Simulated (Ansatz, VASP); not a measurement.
Two plane-wave programs on Si2N

Contents of INCAR:

```
PREC     = Accurate       # precision mode
ENCUT    = 520            # plane-wave cutoff, eV
EDIFF    = 1E-6           # SCF threshold, eV
ISMEAR   = 0              # smearing method
SIGMA    = 0.1            # smearing width, eV
LREAL    = False          # projectors in reciprocal space
LASPH    = True           # aspherical terms in the spheres
NELM     = 60             # most SCF steps
ALGO     = Normal         # electronic algorithm
ISIF     = 2              # what is computed and relaxed
LWAVE    = False          # write WAVECAR
LCHARG   = True           # write CHGCAR
GGA      = PE             # functional
LELF     = True           # ELF
LVHAR    = True         
NBANDS   = 14             # bands
```

KPOINTS

```
Automatic mesh
0
Gamma
  6 6 6
```

The input POSCAR:

```
Si2N
1.0
    0.0000000000      2.6220916076      2.6220916076
    2.6220916076      0.0000000000      2.6220916076
    2.6220916076      2.6220916076      0.0000000000
Si N
2 1
Direct
    0.2500000000      0.2500000000      0.2500000000
    0.7500000000      0.7500000000      0.7500000000
    0.0000000000      0.0000000000      0.0000000000
```

Input for Ansatz:

```yaml
crystal:
  lattice:
    - [0.0, 2.6220916076, 2.6220916076]
    - [2.6220916076, 0.0, 2.6220916076]
    - [2.6220916076, 2.6220916076, 0.0]
  atoms:
    - { symbol: Si, position: [0.25, 0.25, 0.25] }
    - { symbol: Si, position: [0.75, 0.75, 0.75] }
    - { symbol: "N", position: [0.0, 0.0, 0.0] }
basis:
  ecutwfc: 420
kpoints:
  mp_grid: { grid: [6, 6, 6] }
hamiltonian:
  xc: pbe
scf:
  occupations: { method: gaussian, width: 0.1 }
  lower_state_search: "off"
output:
  forces: true
  stress: true
  eigenvalues: true
```

Alike in both runs: task single point; functional PBE; k mesh 6 × 6 × 6; occupations gaussian, width 0.1 eV; no spin polarisation.

|  | VASP | Ansatz |
| --- | --- | --- |
| version | VASP 6.6.1 | Ansatz 0.2.0 |
| potentials or method | VASP PAW PBE potentials, release 64 (Si, N) | scalar-relativistic, plane waves, PAW |
| plane-wave cutoff (eV) | 520 | 420 |
| valence electrons in the cell | 13 | 13 |

|  | VASP | Ansatz | Ansatz less VASP |
| --- | --- | --- | --- |
| gap on the k mesh at the Fermi level (eV) | none | none | - |
| pressure (GPa) | 7.5 | 7.5 | +0.05 |

A gap of «none» marks a metal or a gap that the smearing closes. With one functional, cell and mesh, what is left measures potentials, basis and numerics.
